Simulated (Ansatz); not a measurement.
Runs of Ansatz 0.2.0 on Be2C. Symmetry: Fm-3m, No. 225, cubic system. Conventional cell: a = 4.330 Å, b = 4.330 Å, c = 4.330 Å, α = 90.00°, β = 90.00°, γ = 90.00°. Around C (site symmetry m-3m) lie 8 Be at 1.87 Å. Around Be (site symmetry -43m) lie 4 C at 1.87 Å. 

```tsv
screening (1/Å)	gap on the mesh (eV)	pressure (GPa)
0.3	1.73	-3.3
0.2	(c)	-3.5
0.1	2.21	(a)
0.6	1.40	(b)
0.4	1.58	-3.0
0.15	2.06	-3.5
```

Alike in all rows: task single point; level HSE06 form with a typed share of exact exchange; potentials or basis Ansatz PAW; no spin polarisation; cell as given; k mesh 6 × 6 × 6; cutoff (eV) 420; smearing fermi-dirac 0.05 eV.

Task: Fill in the values left out.

Result: (a) -3.6; (b) -2.4; (c) 1.93.

Caveats: the PAW data sets come from PBE, with cores solved anew for the run's functional, which leaves a small shift of forces and pressure; the thresholds are loose for stress.

A k mesh can miss the band edges.
